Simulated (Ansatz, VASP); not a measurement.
Given: the input of a run of VASP 6.6.1 on PbSe (Clausthalite).

File INCAR:

```
PREC = Accurate
ENCUT = 520
EDIFF = 1E-7
ISMEAR = -1
SIGMA = 0.05
LREAL = F
LASPH = T
NELM = 100
ALGO = Normal
ISIF = 2
LWAVE = F
LCHARG = F
GGA = PS
NBANDS = 17
```

File KPOINTS:

```
Automatic mesh
0
Gamma
  8 8 8
```

POSCAR

```
PbSe
1.0
    0.0000000000      3.1009263293      3.1009263293
    3.1009263293      0.0000000000      3.1009263293
    3.1009263293      3.1009263293      0.0000000000
Pb Se
1 1
Direct
    0.0000000000      0.0000000000      0.0000000000
    0.5000000000      0.5000000000      0.5000000000
```

Potentials or basis: VASP PAW PBE potentials, release 64 (Pb_d, Se).

Launch:

```bash
$ cat potpaw_PBE.64/Pb_d/POTCAR potpaw_PBE.64/Se/POTCAR > POTCAR
$ mpirun -np 1 vasp_std > vasp.out
```

Question: Translate it to Ansatz 0.2.0. Potentials there: all-electron LAPW, scalar-relativistic.

Answer: As run (the cutoff follows the program's own potentials):

Contents of input.yaml:

```yaml
crystal:
  lattice:
    - [0.0, 3.1009263293, 3.1009263293]
    - [3.1009263293, 0.0, 3.1009263293]
    - [3.1009263293, 3.1009263293, 0.0]
  atoms:
    - { symbol: Pb, position: [0.0, 0.0, 0.0] }
    - { symbol: Se, position: [0.5, 0.5, 0.5] }
kpoints:
  mp_grid: { grid: [8, 8, 8] }
scf:
  occupations: { method: fermi_dirac, width: 0.05 }
hamiltonian:
  xc: pbesol
  pseudopotentials: { kind: all_electron, lapw: { basis_error: 0.0005 } }
output:
  forces: true
  stress: true
  eigenvalues: true
```

Potentials or basis: all-electron LAPW, scalar-relativistic.

Launch:

```console
$ ansatz run input.yaml --threads 1 --pin off --max-ram 3072MiB --backend cpu --events-out ev --progress --plain --runs-dir out
```

Both were run:

|  | VASP | Ansatz | Ansatz less VASP |
| --- | --- | --- | --- |
| gap on the k mesh at the Fermi level (eV) | 0.33 | 0.32 | -0.005 |
| least direct gap on the mesh (eV) | 0.33 | 0.32 | -0.005 |
| pressure (GPa) | -2.3 | -2.3 | +0.01 |

Ansatz ran all-electron here, so the differences hold the error of VASP's frozen core and of both bases.

Caveats: spin-orbit coupling is left out, which as a rule narrows the gap of such compounds by several tenths of an eV; the PAW data sets were made with another functional, which shifts forces and pressure a little (VASP).
